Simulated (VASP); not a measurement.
# Ga (P2_1/m) in VASP: a series of runs

The runs below take Ga through single point, with r2SCAN.

Everything below comes from runs of VASP 6.6.1. Logs are shortened: lines on timing, memory, paths and dates and some standing lists are left out, and cuts for length are marked.

## 1. The structure

The structure is monoclinic, space group P2_1/m (No. 11). Conventional cell: a = 2.778 Å, b = 3.282 Å, c = 4.210 Å, α = 90.00°, β = 108.61°, γ = 90.00°. Ga (site symmetry m) is surrounded by 8 Ga at 2.71 to 2.84 Å.

This isn't the form of Ga at room conditions, which is orthorhombic.

## 2. Single point, r2SCAN

The input, INCAR:

```
SYSTEM = Ga
PREC = Accurate ; ENCUT = 500
EDIFF = 1E-6 ; ISMEAR = -1
SIGMA = 0.2 ; LREAL = .FALSE.
LASPH = .TRUE. ; NELM = 100
ALGO = Normal ; ISIF = 2
LWAVE = .FALSE. ; LCHARG = .FALSE.
METAGGA = R2SCAN ; LMIXTAU = .TRUE.
ADDGRID = .FALSE.
```

The input, KPOINTS:

```
Automatic mesh
0
G
  3 3 2
  0 0 0
```

The input, POSCAR:

```
Ga
1.0
    2.7784220849      0.0000000000      0.0000000000
    0.0000000000      3.2816087900      0.0000000000
   -1.3434310986      0.0000000000      3.9902731763
Ga
2
Direct
    0.1345962700      0.7500000000      0.7701668300
    0.8654037300      0.2500000000      0.2298331700
```

Potentials or basis: VASP PAW PBE potentials, release 64 (Ga_d).

Run with:

```
$ cat potpaw_PBE.64/Ga_d/POTCAR > POTCAR
$ mpirun -np 1 vasp_std > vasp.out
```

OUTCAR:

```text
SYSTEM = Ga
   PREC = Accurate
   ENCUT = 500
   EDIFF = 1E-6
   ISMEAR = -1
   LREAL = .FALSE.
   LASPH = .TRUE.
   NELM = 100
   ISIF = 2
   METAGGA = R2SCAN

 Found      8 irreducible k-points:

 Following reciprocal coordinates:
            Coordinates               Weight
  0.000000  0.000000  0.000000      1.000000
  0.333333  0.000000  0.000000      2.000000
  0.000000  0.333333  0.000000      2.000000
  0.333333  0.333333  0.000000      4.000000
  0.000000  0.000000  0.500000      1.000000
  0.333333  0.000000  0.500000      2.000000
   k-points           NKPTS =      8   k-points in BZ     NKDIM =      8   number of bands    NBANDS=     17
   number of dos      NEDOS =    301   number of ions     NIONS =      2
   total plane-waves  NPLWV =  15360
   dimension x,y,z NGX =    20 NGY =   24 NGZ =   32
   dimension x,y,z NGXF=    40 NGYF=   48 NGZF=   64
   ions per type =               2
   NGX,Y,Z   is equivalent  to a cutoff of  11.97, 12.16, 12.64 a.u.
   NGXF,Y,Z  is equivalent  to a cutoff of  23.93, 24.32, 25.27 a.u.
 SYSTEM =  Ga
   PREC   = accura    normal or accurate (medium, high low for compatibility)
   ISTART =      0    job   : 0-new  1-cont  2-samecut
   ICHARG =      2    charge: 1-file 2-atom 10-const
   ISPIN  =      1    spin polarized calculation?
   LNONCOLLINEAR =      F non collinear calculations
   LSORBIT =      F    spin-orbit coupling
   LASPH  =      T    aspherical Exc in radial PAW
   ENCUT  =  500.0 eV  36.75 Ry    6.06 a.u.   5.07  5.98  7.68*2*pi/ulx,y,z
   NELM   =    100;   NELMIN=  2; NELMDL= -5     # of ELM steps
   EDIFF  = 0.1E-05   stopping-criterion for ELM
   LREAL  =      F    real-space projection
   EDIFFG = 0.1E-04   stopping-criterion for IOM
   NSW    =      0    number of steps for IOM
   IBRION =     -1    ionic relax: 0-MD 1-quasi-New 2-CG
   NFREE  =      0    steps in history (QN), initial steepest desc. (CG)
   ISIF   =      2    stress and relaxation
   ISYM   =      2    0-nonsym 1-usesym 2-fastsym
   POTIM  = 0.5000    time-step for ionic-motion
   TEBEG  =    0.0;   TEEND  =   0.0 temperature during run
   PSTRESS=    0.0 pullay stress
   NELECT =      26.0000    total number of electrons
   NUPDOWN=      -1.0000    fix difference up-down
   EMIN   =  10.00;   EMAX   =-10.00  energy-range for DOS
   EFERMI =   0.00;   METHOD = LEGACY
   ISMEAR =    -1;   SIGMA  =   0.20  broadening in eV -4-tet -1-fermi 0-gaus
   EFERMI_NEDOS =   21; number of points for ismear=-14 and -15
   IALGO  =     38    algorithm
   IMIX   =      4    mixing-type and parameters
     AMIX     =   0.40;   BMIX     =  1.00
     AMIX_MAG =   1.60;   BMIX_MAG =  1.00
  volume/ion in A,a.u.               =      18.19       122.76
  Fermi-wavevector in a.u.,A,eV,Ry     =   1.463648  2.765894 29.147302  2.142266
  Thomas-Fermi vector in A             =   2.579718
   LORBIT       =      0    0 simple, 1 ext, 2 COOP (PROOUT), +10 PAW based schemes
   METAGGA = R2SCAN    functional components
   LHFCALC =     F    Hartree Fock is set to
   AEXX    =    0.0000 exact exchange contribution
   IVDW    =     0    specifies the selected vdW correction
   LEPSILON=     F    determine dielectric tensor
   LRPA    =     F    only Hartree local field effects (RPA)
 non-spin polarized calculation
  energy-cutoff  :      500.00
  volume of cell :       36.38
 maximum number of plane-waves:       938
   NGX = 11   NGY = 11   NGZ = 15

 number of electron      26.0000019 magnetization

 Free energy of the ion-electron system (eV)
  ---------------------------------------------------
  ext. energy  EPLUGINS =         0.00000000
  ---------------------------------------------------
  free energy    TOTEN  =       -22.49522173 eV

  energy without entropy =      -22.39533084  energy(sigma->0) =      -22.44527628

 E-fermi :   5.3635     XC(G=0): -12.2453

 val. band max:        5.3634395198   @ k =   0.0000   0.3333   0.0000
 cond. band min:       5.7838500757   @ k =   0.3333   0.3333   0.5000
 fundamental gap:      0.4204105560
 Fermi energy:         5.3635468935

 k-point     1 :       0.0000    0.0000    0.0000
  band No.  band energies     occupation
      1      -9.9738      2.00000
      2      -9.9559      2.00000
      3      -9.9072      2.00000
      4      -9.9038      2.00000
      5      -9.6303      2.00000
      6      -9.6247      2.00000
      7      -9.5718      2.00000
      8      -9.5603      2.00000
      9      -9.5475      2.00000
     10      -9.4049      2.00000
     11      -6.2271      2.00000
     12       3.4695      1.99985
     13       4.3698      1.98619
     14       7.6302      0.00002
     15      11.7494      0.00000
     16      15.4301      0.00000
     17      16.6261      0.00000

 k-point     2 :       0.3333    0.0000    0.0000
  band No.  band energies     occupation
      1      -9.9065      2.00000
      2      -9.8796      2.00000
      3      -9.7972      2.00000
      4      -9.7713      2.00000
      5      -9.7700      2.00000
      6      -9.6337      2.00000
      7      -9.6268      2.00000
      8      -9.5872      2.00000
      9      -9.5575      2.00000
     10      -9.4441      2.00000
     11      -3.6218      2.00000
     12       2.9309      1.99999
     13       4.6891      1.93364
     14       7.9029      0.00001
     15       9.8894      0.00000
     16      10.2431      0.00000
     17      14.1851      0.00000

 k-point     3 :       0.0000    0.3333    0.0000
  band No.  band energies     occupation
      1      -9.9934      2.00000
      2      -9.9250      2.00000
      3      -9.8178      2.00000
      4      -9.7565      2.00000
      5      -9.7147      2.00000
      6      -9.7139      2.00000
      7      -9.6084      2.00000
      8      -9.5434      2.00000
      9      -9.4953      2.00000
     10      -9.4953      2.00000
     11      -4.5508      2.00000
     12       0.3686      2.00000
     13       5.3634      1.00027
     14       6.7199      0.00227
     15      10.7034      0.00000
     16      11.2157      0.00000
     17      16.8284      0.00000

 k-point     4 :       0.3333    0.3333    0.0000
  band No.  band energies     occupation
      1      -9.9444      2.00000
      2      -9.8631      2.00000
      3      -9.8449      2.00000
      4      -9.7630      2.00000
      5      -9.6968      2.00000
      6      -9.6719      2.00000
      7      -9.5973      2.00000
      8      -9.5702      2.00000
      9      -9.5298      2.00000
     10      -9.4662      2.00000
     11      -1.9670      2.00000
     12       2.7581      2.00000
     13       4.9049      1.81666
     14       6.5350      0.00570
     15       9.1855      0.00000
     16       9.8130      0.00000
     17      10.9810      0.00000

 k-point     5 :       0.0000    0.0000    0.5000
  band No.  band energies     occupation
      1     -10.0478      2.00000
      2      -9.8150      2.00000
      3      -9.7433      2.00000
      4      -9.7234      2.00000
      5      -9.7138      2.00000
      6      -9.6913      2.00000
      7      -9.6783      2.00000
      8      -9.6600      2.00000
      9      -9.5166      2.00000
     10      -9.4767      2.00000
     11      -4.1537      2.00000
     12      -3.1288      2.00000
     13       9.9325      0.00000
     14      11.1103      0.00000
     15      12.2951      0.00000
     16      12.5257      0.00000
     17      13.2960      0.00000

 k-point     6 :       0.3333    0.0000    0.5000
  band No.  band energies     occupation
      1      -9.8809      2.00000
      2      -9.8633      2.00000
      3      -9.7970      2.00000
      4      -9.7889      2.00000
      5      -9.7433      2.00000
      6      -9.6622      2.00000
      7      -9.6196      2.00000
      8      -9.6090      2.00000
      9      -9.5151      2.00000
     10      -9.4904      2.00000
     11      -2.7541      2.00000
     12       0.5123      2.00000
     13       3.8964      1.99870
     14      10.1153      0.00000
     15      11.1765      0.00000
     16      12.4855      0.00000
     17      14.3215      0.00000

 [... further k-points ...]

------------------------ aborting loop because EDIFF is reached ----------------------------------------

  FORCE on cell =-STRESS in cart. coord.  units (eV):
  Direction    XX          YY          ZZ          XY          YZ          ZX
  --------------------------------------------------------------------------------------
  -------------------------------------------------------------------------------------
  Total        0.4244926     -0.2042675      0.4833591      0.0000000      0.0000000     -1.0619484
  in kB       18.6936025     -8.9954352     21.2859383      0.0000000      0.0000000    -46.7655804
  external PRESSURE =      10.3280352 kB  Pullay stress =       0.0000000 kB

 VOLUME and BASIS-vectors are now :
 -----------------------------------------------------------------------------
  energy-cutoff  :      500.00
  volume of cell :       36.38
      direct lattice vectors                 reciprocal lattice vectors
     2.778422085  0.000000000  0.000000000     0.359916517  0.000000000  0.121175424
     0.000000000  3.281608790  0.000000000     0.000000000  0.304728584  0.000000000
    -1.343431099  0.000000000  3.990273176     0.000000000  0.000000000  0.250609408

 POSITION                                       TOTAL-FORCE (eV/Angst)
 -----------------------------------------------------------------------------------
     -0.66070      2.46121      3.07318         0.206581      0.000000     -0.153159
      2.09569      0.82040      0.91710        -0.206581     -0.000000      0.153159
 -----------------------------------------------------------------------------------
    total drift:                               -0.000000      0.000000      0.000000

  FREE ENERGIE OF THE ION-ELECTRON SYSTEM (eV)
  ---------------------------------------------------
  free  energy   TOTEN  =       -22.4952217268 eV

  energy  without entropy=      -22.3953308374  energy(sigma->0) =      -22.44527628
```

Wall time 14 s (1 thread of Intel Xeon 6975P-C (Granite Rapids), shared host); peak memory 0.14 GiB.

The run converged, but some of its settings lie outside the range that counts as converged, so its numbers aren't taken as properties of the crystal.

Results:

```
Free energy            : -22.4952 eV
Pressure               : 1.0 GPa
Largest force          : 0.257 eV/Å
Band gap on the k mesh : none (metal or under the smearing width)
```

Caveat: the k mesh is coarse (spacing up to 0.80 Å⁻¹), so the values aren't converged; the PAW data sets were made with another functional, which shifts forces and pressure a little.

## 3. Single point, r2SCAN

INCAR, as its differences from that of step 2:

```diff
@@ -1,3 +1,3 @@
 SYSTEM = Ga
-PREC = Accurate ; ENCUT = 500
+PREC = Accurate ; ENCUT = 600
 EDIFF = 1E-6 ; ISMEAR = -1
```

KPOINTS is that of step 2.

POSCAR is that of step 2.

Potentials or basis: VASP PAW PBE potentials, release 64 (Ga_d).

Run with:

```
$ cat potpaw_PBE.64/Ga_d/POTCAR > POTCAR
$ mpirun -np 1 vasp_std > vasp.out
```

It took 16 s on 1 thread of Intel Xeon 6975P-C (Granite Rapids), shared host; peak memory 0.16 GiB.

The run converged, but some of its settings lie outside the range that counts as converged, so its numbers aren't taken as properties of the crystal.

What came out:

```
Free energy            : -22.4975 eV
Pressure               : 0.9 GPa
Largest force          : 0.262 eV/Å
Band gap on the k mesh : none (metal or under the smearing width)
```

Caveat: the k mesh is coarse (spacing up to 0.80 Å⁻¹), so the values aren't converged; the PAW data sets were made with another functional, which shifts forces and pressure a little.

## 4. The reference run

An earlier run on the cell as given: functional PBE; potentials or basis VASP PAW PBE potentials, release 64 (Ga_d); cutoff 520 eV; k mesh 10 × 8 × 7; occupations fermi-dirac, width 0.05 eV; no spin polarisation.

- Pressure: 3.2 GPa
- Largest force: 0.087 eV/Å
- Band gap on the k mesh: none (metal or under the smearing width)
